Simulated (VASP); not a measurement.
A run of VASP 6.6.1 is set up as follows.

Contents of INCAR:

```
SYSTEM = VSi2
PREC = Accurate
ENCUT = 600
EDIFF = 1E-7
ISMEAR = 0
SIGMA = 0.1
LREAL = .FALSE.
LASPH = .TRUE.
NELM = 80
ALGO = Normal
ISIF = 3
LWAVE = .FALSE.
LCHARG = .FALSE.
METAGGA = R2SCAN
LMIXTAU = .TRUE.
LUSE_VDW = .TRUE.
IVDW_NL = 2
BPARAM = 11.95
CPARAM = 0.0093
IBRION = 2
NSW = 90
EDIFFG = -0.005
```

The input KPOINTS:

```
regular mesh
0
G
  9 9 6
  0 0 0
```

POSCAR

```
VSi2
1.0
    4.5347995800      0.0000000000      0.0000000000
   -2.2673997900      3.9272516400      0.0000000000
    0.0000000000      0.0000000000      6.3189006300
V Si
3 6
Direct
    0.0000000000      0.5000000000      0.1666666700
    0.5000000000      0.5000000000      0.8333333300
    0.5000000000      0.0000000000      0.5000000000
    0.8375067800      0.6750135500      0.5000000000
    0.1624932300      0.8375067800      0.8333333300
    0.6750135500      0.8375067800      0.1666666700
    0.1624932200      0.3249864500      0.5000000000
    0.8375067800      0.1624932200      0.8333333300
    0.3249864500      0.1624932300      0.1666666700
```

Potentials or basis: VASP PAW PBE potentials, release 64 (V_sv, Si).

Run with:

```sh
$ cat potpaw_PBE.64/V_sv/POTCAR potpaw_PBE.64/Si/POTCAR > POTCAR
$ mpirun -np 1 vasp_std > vasp.out
```

Problem. Estimate the relaxed cell.

Solution. a = 4.525 Å, b = 4.525 Å, c = 6.320 Å, α = 90.00°, β = 90.00°, γ = 120.00°.

Problem. Estimate the band gap on the k mesh.

Solution. None (metal or under the smearing width).

Problem. What does it give for the relaxed volume?

Solution. 12.45 Å³/atom.

Problem. Predict the space group after relaxing (to 0.05 Å).

Solution. P6_222 (No. 180).

The path:
| step | energy change (eV) | largest force (eV/Å) | pressure (GPa) | volume (Å³) |
| --- | --- | --- | --- | --- |
| 1 | 0.0000 | 0.0057 | -0.70 | 112.54 |
| 2 | -0.0002 | 0.0124 | 0.77 | 111.64 |
| 3 | -0.0012 | 0.0092 | 0.06 | 112.07 |
| 4 | -0.0013 | 0.0047 | -0.03 | 112.10 |
| 5 | -0.0013 | 0.0055 | -0.01 | 112.10 |
| 6 | -0.0013 | 0.0016 | 0.01 | 112.09 |

Caveat: the PAW data sets were made with another functional, which shifts forces and pressure a little; pairwise dispersion overbinds metals, which lowers pressure and volume.
